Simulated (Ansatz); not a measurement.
# CuO (Tenorite) in Ansatz: the effect of functional

Crystal: CuO (Tenorite).

```
CELL_PARAMETERS angstrom
2.31020 -1.68817 0.00000
2.31020 1.68817 0.00000
-0.83854 0.00000 4.98951
ATOMIC_POSITIONS crystal
Cu 0.50000 0.00000 0.50000
Cu 0.00000 0.50000 0.00000
O 0.41840 0.58160 0.75000
O 0.58160 0.41840 0.25000
```

The cell isn't the ideal one: volume scaled by 0.96.

Alike in all runs:

| Item | Value |
| --- | --- |
| Program | Ansatz 0.2.0 |
| Task | single point |
| Potentials or basis | Ansatz PAW |
| k mesh | 10 × 10 × 5 |
| Occupations | fermi-dirac, width 0.05 eV |
| Spin | no spin polarisation |

| functional | cutoff | pressure (GPa) | largest force (eV/Å) |
| --- | --- | --- | --- |
| LDA | 420 eV (not typed: the program's choice for these potentials) | -2.3 | 0.35 |
| r2SCAN | 500 eV (not typed: the program's choice for these potentials) | ? | ? |
| PBE | 420 eV (not typed: the program's choice for these potentials) | 14.1 | 0.13 |

Question: What does the run with functional r2SCAN give?

Answer: Pressure 6.8 GPa; largest force 0.15 eV/Å.

Caveats: the run has no spin polarisation, though such a crystal can be magnetic; the PAW data sets come from PBE, with cores solved anew for the run's functional, which leaves a small shift of forces and pressure (some runs).
